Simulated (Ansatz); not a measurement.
Al2Au under changes of volume

One of the cells (18.000 Å³/atom); the others are scaled copies at fixed shape and fractional positions:

```
Au Al
1.0
     0.00000    3.00000    3.00000
     3.00000    0.00000    3.00000
     3.00000    3.00000    0.00000
Au Al
1 2
Direct
  0.00000 0.00000 0.00000
  0.75000 0.75000 0.75000
  0.25000 0.25000 0.25000
```

```yaml
Program: Ansatz 0.2.0
Functional: LDA
Potentials_or_basis: Ansatz PAW
Cutoff: "420 eV (not typed: the program's choice for these potentials)"
k_mesh: 8 × 8 × 8
Occupations: fermi-dirac, width 0.05 eV
Spin: no spin polarisation
```

| volume (Å³/atom) | energy over the lowest point (meV/atom) | pressure (GPa) |
| --- | --- | --- |
| 16.920 | 10.00 | 5.1 |
| 17.280 | 1.92 | 2.2 |
| 17.640 | 0.00 | -0.4 |
| 18.000 | ? | ? |
| 18.360 | 11.88 | -4.7 |
| 18.720 | 24.44 | -6.5 |
| 19.080 | 40.75 | -8.0 |

Task: What does the run at 18.000 Å³/atom give?

Result: Energy over the lowest point 3.55 meV/atom; pressure -2.6 GPa.

Worked out: A Birch-Murnaghan fit of order 3 (a polynomial in V^(-2/3)) to the other rows has its minimum at 17.58 Å³/atom with B0 = V·E''(V) = 121 GPa and B' = 5.1. It gives 3.54 meV/atom at 18.000 Å³/atom, against the run's 3.55, and -dE/dV = -2.7 GPa, against -2.6.

Energies are extrapolated to zero smearing.

Caveats: the PAW data sets come from PBE, with cores solved anew for the run's functional, which leaves a small shift of forces and pressure.
